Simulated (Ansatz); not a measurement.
**Ir (sc type): how the settings move a single-point run**

How sensitive is a single-point run of Ir (sc type) to its settings? A reference run comes first, then one run with altered input.

Program: Ansatz 0.2.0. Level of theory: reference: DFT, PBE, PAW with Ansatz's default frozen-core files, scalar-relativistic. These are calculated values, not measurements.

1 further run of the same task is left out (it didn't finish).

### Step 1. Starting point

It takes space group Pm-3m (No. 221, cubic). The conventional cell has a = 2.387 Å, b = 2.387 Å, c = 2.387 Å, α = 90.00°, β = 90.00°, γ = 90.00°. Ir (site symmetry m-3m) is surrounded by 6 Ir at 2.39 Å.

As a file:

```cif
data_structure
_symmetry_space_group_name_H-M 'Pm-3m'
_symmetry_Int_Tables_number 221
_cell_length_a 2.3866
_cell_length_b 2.3866
_cell_length_c 2.3866
_cell_angle_alpha 90.000
_cell_angle_beta 90.000
_cell_angle_gamma 90.000
_cell_volume 13.59
loop_
_atom_site_label
_atom_site_type_symbol
_atom_site_symmetry_multiplicity
_atom_site_Wyckoff_symbol
_atom_site_fract_x
_atom_site_fract_y
_atom_site_fract_z
_atom_site_occupancy
Ir1 Ir 1 a 0.00000 0.00000 0.00000 1
```

### Step 2. Baseline

Input file input.yaml:

```yaml
crystal:
  lattice:
    - [2.386621775, 0.0, 0.0]
    - [0.0, 2.386621775, 0.0]
    - [0.0, 0.0, 2.386621775]
  atoms:
    - { symbol: Ir, position: [0.0, 0.0, 0.0] }
kpoints:
  mp_grid: { grid: [17, 17, 17] }
scf:
  occupations: { method: fermi_dirac, width: 0.08 }
hamiltonian:
  xc: pbe
  pseudopotentials: { kind: paw }
output:
  forces: true
  stress: true
  eigenvalues: true
  populations: true
  write_density: true
  write_potential: true
  elf: true
  volumetric_format: npy
```

Command:

```sh
ansatz run input.yaml --threads 1 --pin off --max-ram 2048MiB --backend cpu --events-out ev --progress --plain --runs-dir out
```

### Step 3. A run with other settings

input.yaml, as its differences from that of step 2:

```diff
@@ -11,2 +11,3 @@
   occupations: { method: fermi_dirac, width: 0.08 }
+  convergence: { dr2_threshold: 0.0001 }
 hamiltonian:
@@ -23 +24,3 @@
   volumetric_format: npy
+magnetization:
+  spin_polarized: true
```

(Steps that only read results are left out.)

What does the calculation give? Wanted: for each run, ending; energy change; pressure; gap; force.

As calculated:

| run | ending | energy change | pressure (GPa) | gap (eV) | force (eV/Å) | cycles | time |
| --- | --- | --- | --- | --- | --- | --- | --- |
| reference | converged | 0 | 94.7 | 0.00 | 0.00 | 6 | 2.3 s |
| 1: dr2_threshold 0.0001, spin_polarized true | converged | 0.0 meV/atom | 94.7 | 0.00 | 0.00 | 7 | 4.1 s |

Residual by cycle in the longest SCF loop of each run; runs are numbered as in the table. The quantity is the density residual dr2, in eV.

| cycle | reference | run 1 |
| --- | --- | --- |
| 1 | 0.00252 | 0.0308 |
| 2 | 8.9e-4 | 0.0365 |
| 3 | 2.1e-5 | 0.0206 |
| 4 | 1.1e-6 | 0.00168 |
| 5 | 2.6e-8 | 7.5e-5 |
| 6 | 2.7e-9 | 3.3e-5 |
| 7 | - | 1.5e-5 |

**Reading.** With the changed convergence setting and spin polarisation the energy stays within 0.5 meV/atom: no moment was seeded, so none could form, and both runs end non-magnetic. The structure is not at rest: the sound run finds 95 GPa, so these are no properties of the relaxed crystal. 
